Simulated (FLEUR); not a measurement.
NaCl:

```xyz
2
Lattice="0.0000 2.7941 2.7941 2.7941 0.0000 2.7941 2.7941 2.7941 0.0000" Properties=species:S:1:pos:R:3 pbc="T T T"
Cl    2.7941    2.7941    2.7941
Na    0.0000    0.0000    0.0000
```

The cell is a database's computed one.

Base run:

| Property | Result |
| --- | --- |
| Program | FLEUR MaX-R8.1 (later development tree) |
| Functional | PBEsol |
| Potentials or basis | all-electron |
| Basis | FLAPW |
| Kmax | 4.1 1/bohr |
| k mesh | 8 × 8 × 8 |
| Occupations | fermi-dirac, width 0.05 eV |
| Spin | no spin polarisation |

Its results: band gap on the k mesh 5.04 eV, direct.

**Question.** The run is repeated on the same cell with these changes: functional from PBEsol to SCAN. What comes out?

**Answer.** Band gap on the k mesh 5.92 eV, direct.

SCAN gives the wider gap, since meta-GGAs in the generalised Kohn-Sham scheme recover part of the derivative discontinuity.

Caveats: the meta-GGA is that of a development version, with a GGA for the radial functions and cores and without core tails (some runs).

Not every run made on this cell is shown here.
